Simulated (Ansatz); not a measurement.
A single-point calculation of zincblende BN with the PAW code Ansatz, at the level PBE. The cell was relaxed with r2SCAN and then strained (isotropic +4.11 % on every length), with the atoms relaxed again with r2SCAN; k points keep the names of the unstrained zone.

```yaml
crystal:
  lattice:
    - [0.0, 1.8790037797, 1.8790037797]
    - [1.8790037797, 0.0, 1.8790037797]
    - [1.8790037797, 1.8790037797, 0.0]
  atoms:
    - { symbol: B, position: [0.0, 0.0, 0.0] }
    - { symbol: "N", position: [0.25, 0.25, 0.25] }
kpoints:
  mp_grid: { grid: [12, 12, 12] }
  band_path:
    path:
      - [0.0, 0.0, 0.0]
      - [-0.5, -0.5, 0.0]
      - [-0.375, -0.375, 0.25]
      - [-0.375, 0.0, 0.375]
      - [0.0, 0.0, 0.5]
      - [-0.5, -0.25, 0.25]
    npoints: 1
hamiltonian:
  xc: pbe
scf:
  occupations: { method: fermi_dirac, width: 0.02 }
  n_extra_bands: 4
output:
  forces: true
  stress: true
  eigenvalues: true
```

Some lines of the output have been replaced by numbered gaps.
```
scf.n_extra_bands = 4 over 4 filled bands (N_el = 8.0): the run solves 8 bands
Functional definition: PBE
Crystal: 2 atoms, lattice volume = 13.268 Å³
Basis set: ecut = 420 eV, 259 PW (Γ)
Symmetry: 24 space group operations
Space group: F-43m (ITA 216)
k-points: 72 of 1728 (time reversal used)
Free energy (F): -542.123597 eV
[1]
--- Stress (GPa, compression-positive) ---
[2]
--- Band table (eV; the first three rows and the last of 72) ---
[3]
```

The rows of the band table are 0: (0, 0, 0) = Γ, 1: (0, 0, 0.083), 2: (0, 0, 1/6), 71: (1/4, -1/2, -1/4) = W.

Task: Fill in the blanks. They hold the Fermi energy and the band table, the stress.

Result:
```
[1]
Fermi energy:    11.565373 eV
[2]
      -32.898715       0.000000       0.000000
        0.000000     -32.898715       0.000000
        0.000000       0.000000     -32.898715
  P = ⅓ Tr σ = -32.8987 GPa (-328.987 kbar)
[3]
  k-point 0: bands = [-9.5730, 9.3983, 9.3983, 9.3983, 17.6737, 17.6737, 17.6737, 17.8969]
  k-point 1: bands = [-9.4199, 8.5478, 9.2393, 9.2393, 17.6111, 17.9131, 17.9131, 18.6683]
  k-point 2: bands = [-8.9671, 6.6089, 8.8503, 8.8503, 17.6908, 18.4775, 18.4775, 20.0939]
  k-point 71: bands = [-4.4456, 2.2909, 3.2608, 3.6650, 18.5027, 21.3358, 22.3104, 23.1716]
```
Only the leading digits can be foreseen; the rest is this run's record.

Command: `ansatz run input.yaml --threads 4 --pin off --max-ram 3686MiB --backend cpu --events-out ev --progress --plain --runs-dir out`.

Spin-unpolarised throughout; all numbers are computed.
